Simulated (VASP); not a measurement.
# Cu: equation of state with r2SCAN

The system is Cu.

```
CELL_PARAMETERS angstrom
2.54104 0.00000 0.00000
-1.27052 2.20060 0.00000
0.00000 0.00000 4.11868
ATOMIC_POSITIONS crystal
Cu 0.66667 0.33333 0.75000
Cu 0.33333 0.66667 0.25000
```

This isn't the form of Cu at room conditions, which is fcc.

- Program: VASP 6.6.1
- Task: equation of state
- Functional: r2SCAN
- Potentials or basis: VASP PAW PBE potentials, release 64 (Cu)
- Cutoff: 520 eV
- k mesh: 10 × 10 × 6
- Occupations: fermi-dirac, width 0.05 eV
- Spin: no spin polarisation

- Equilibrium volume: 11.53 Å³/atom
- Bulk modulus at fixed shape and positions: 157 GPa
- Pressure derivative of the bulk modulus: 4.6 (rough: it moves with the points fitted)

Energy against volume, from the lowest point:
```tsv
volume (Å³/atom)	energy (meV/atom)
11.055	10.39
11.285	2.67
11.515	0.00
11.746	1.90
11.976	7.85
```

All runs of the series together: 8.6 min on 1 thread of Intel(R) Xeon(R) Platinum 8259CL CPU @ 2.50GHz (Skylake/Cascade Lake), on a shared host.

Caveat: the cell was scaled at fixed shape and fractional positions, which overstates the stiffness of a crystal with free parameters, most of all of layers and chains; the PAW data sets were made with another functional, which shifts forces and pressure a little.
